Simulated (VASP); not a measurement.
# RbBr (Fm-3m) in VASP: a series of runs, part 2 of 2

VASP 6.6.1.

## Step 3: Dielectric tensor, PBE

INCAR reads:

```
SYSTEM = RbBr
PREC = Accurate
ENCUT = 600
EDIFF = 1E-8
ISMEAR = 0
SIGMA = 0.03
LREAL = .FALSE.
LASPH = .TRUE.
NELM = 80
ALGO = Fast
ISIF = 2
LWAVE = .FALSE.
LCHARG = .FALSE.
GGA = PE
LEPSILON = .TRUE.
```

KPOINTS reads:

```
regular mesh
0
Monkhorst
  12 12 12
  0 0 0
```

POSCAR reads:

```
RbBr                                    
1.0
    0.0000000000      3.5111946093      3.5111946093
    3.5111946093      0.0000000000      3.5111946093
    3.5111946093      3.5111946093     -0.0000000000
  Rb              Br            
     1     1
Direct
     0.0000000000000000    0.0000000000000000    0.0000000000000000
     0.5000000000000000    0.5000000000000000    0.5000000000000000
```

Potentials or basis: VASP PAW PBE potentials, release 64 (Rb_sv, Br).

Started as:

```bash
> cat potpaw_PBE.64/Rb_sv/POTCAR potpaw_PBE.64/Br/POTCAR > POTCAR
> mpirun -np 1 vasp_std > vasp.out
```

OUTCAR:

```text
SYSTEM = RbBr
   PREC = Accurate
   ENCUT = 600
   EDIFF = 1E-8
   ISMEAR = 0
   LREAL = .FALSE.
   LASPH = .TRUE.
   NELM = 80
   ISIF = 2
   GGA = PE
   LEPSILON = .TRUE.

 ion  position               nearest neighbor table
   1  0.000  0.000  0.000-   2 3.51   2 3.51   2 3.51   2 3.51   2 3.51   2 3.51
   2  0.500  0.500  0.500-   1 3.51   1 3.51   1 3.51   1 3.51   1 3.51   1 3.51

  LATTYP: Found a face centered cubic cell.
 ALAT       =     7.0223892186

  Lattice vectors:

 A1 = (   0.0000000000,   3.5111946093,   3.5111946093)
 A2 = (   3.5111946093,   0.0000000000,   3.5111946093)
 A3 = (   3.5111946093,   3.5111946093,   0.0000000000)

Analysis of symmetry for initial positions (statically):
=====================================================================
 Subroutine PRICEL returns:
 Original cell was already a primitive cell.

 Routine SETGRP: Setting up the symmetry group for a
[... 584 lines left out ...]

 Free energy of the ion-electron system (eV)
  ---------------------------------------------------
  ---------------------------------------------------
  free energy    TOTEN  =        -0.40498708 eV

  energy without entropy =       -0.40498708

------------------------ aborting loop because EDIFF is reached ----------------------------------------

 PIEZOELECTRIC TENSOR FIELD DIRECTION 3  (e Angst)
 -----------------------------------------------------------------------------
    -0.00013  0.00000  0.00000           (  0.00000  0.00000  0.00000)
     0.00000 -0.00013  0.00000           (  0.00000  0.00000  0.00000)
     0.00000 -0.00000 -0.00034           (  0.00000  0.00000  0.00000)

 PIEZOELECTRIC TENSOR FIELD DIRECTION 3  (C/m^2)
 -----------------------------------------------------------------------------
    -0.00002  0.00000  0.00000
     0.00000 -0.00002  0.00000
     0.00000 -0.00000 -0.00006

 MACROSCOPIC STATIC DIELECTRIC TENSOR (including local field effects in DFT)
 ------------------------------------------------------
           2.457261    -0.000000     0.000000
           0.000000     2.457261     0.000000
           0.000000     0.000000     2.457261
 ------------------------------------------------------

 PIEZOELECTRIC TENSOR (including local field effects)  for field in x, y, z        (e  Angst)
          XX          YY          ZZ          XY          YZ          ZX
  --------------------------------------------------------------------------------
  x     0.00000     0.00000     0.00000     0.00000     0.00000     0.00000
  y     0.00000     0.00000     0.00000     0.00000     0.00000     0.00000
  z     0.00000     0.00000     0.00000     0.00000     0.00000     0.00000

 PIEZOELECTRIC TENSOR (including local field effects)  for field in x, y, z        (C/m^2)
          XX          YY          ZZ          XY          YZ          ZX
  --------------------------------------------------------------------------------
  x     0.00000     0.00000     0.00000     0.00000     0.00000     0.00000
  y     0.00000     0.00000     0.00000     0.00000     0.00000     0.00000
  z     0.00000     0.00000     0.00000     0.00000     0.00000     0.00000

 BORN EFFECTIVE CHARGES (including local field effects) (in |e|, cummulative output)
 ---------------------------------------------------------------------------------
 ion    1
    1     1.16403     0.00000     0.00000
    2     0.00000     1.16403     0.00000
    3     0.00000     0.00000     1.16403
 ion    2
    1    -1.16403     0.00000     0.00000
    2     0.00000    -1.16403     0.00000
    3     0.00000     0.00000    -1.16403
```

OSZICAR:

```text
N       E                     dE             d eps       ncg     rms          rms(c)
DAV:   1     0.993393172194E+02    0.99339E+02   -0.71624E+03  4368   0.126E+03
DAV:   2     0.504196884803E+00   -0.98835E+02   -0.92202E+02  6372   0.197E+02
DAV:   3    -0.618115371918E+01   -0.66854E+01   -0.66591E+01  5520   0.582E+01
DAV:   4    -0.635330757882E+01   -0.17215E+00   -0.17201E+00  6804   0.858E+00
[... 11 lines left out ...]
RMM:  10    -0.404994294237E+00   -0.24547E-05   -0.16681E-05 27262   0.310E-03    0.442E-04
RMM:  11    -0.404987459855E+00    0.68344E-05   -0.36004E-06 27918   0.142E-03    0.714E-05
RMM:  12    -0.404988048085E+00   -0.58823E-06   -0.36032E-06 29158   0.631E-04    0.603E-05
RMM:  13    -0.404987816454E+00    0.23163E-06   -0.12461E-06 25838   0.288E-04    0.263E-05
RMM:  14    -0.404987015886E+00    0.80057E-06   -0.54349E-07 21703   0.188E-04    0.161E-05
RMM:  15    -0.404987080181E+00   -0.64295E-07   -0.26788E-07 16841   0.144E-04    0.686E-06
```

stdout:

```text
POSCAR found type information on POSCAR RbBr
 POSCAR found :  2 types and       2 ions
 scaLAPACK will be used
 LDA part: xc-table for (Slater+PW92), standard interpolation
 -----------------------------------------------------------------------------
|                                                                             |
[... 54 lines left out ...]
 Linear response to external field, progress :
  Direction:   1
 dielectric tensor                  component  1 :     2.457     0.011    -0.011
 Linear response to external field, progress :
  Direction:   2
 dielectric tensor                  component  2 :     0.011     2.457    -0.011
 Linear response to external field, progress :
  Direction:   3
 dielectric tensor                  component  3 :     0.016    -0.016     2.457
 Born effective charges drift removed
```

Wall time 37 min (1 thread of Intel Xeon 6975P-C (Granite Rapids), shared host); peak memory 1.5 GiB.

Results:

```yaml
Electronic_dielectric_tensor_diagonal: 2.46
Born_charges_mean_of_the_diagonal: Rb +1.16; Br -1.16 e
```

Electronic dielectric tensor:
```
2.46 0.00 0.00
0.00 2.46 0.00
0.00 0.00 2.46
```

Born effective charge tensors (e):
atom 1, Rb
```
1.16 0.00 0.00
0.00 1.16 0.00
0.00 0.00 1.16
```
atom 2, Br
```
-1.16  0.00  0.00
 0.00 -1.16  0.00
 0.00  0.00 -1.16
```
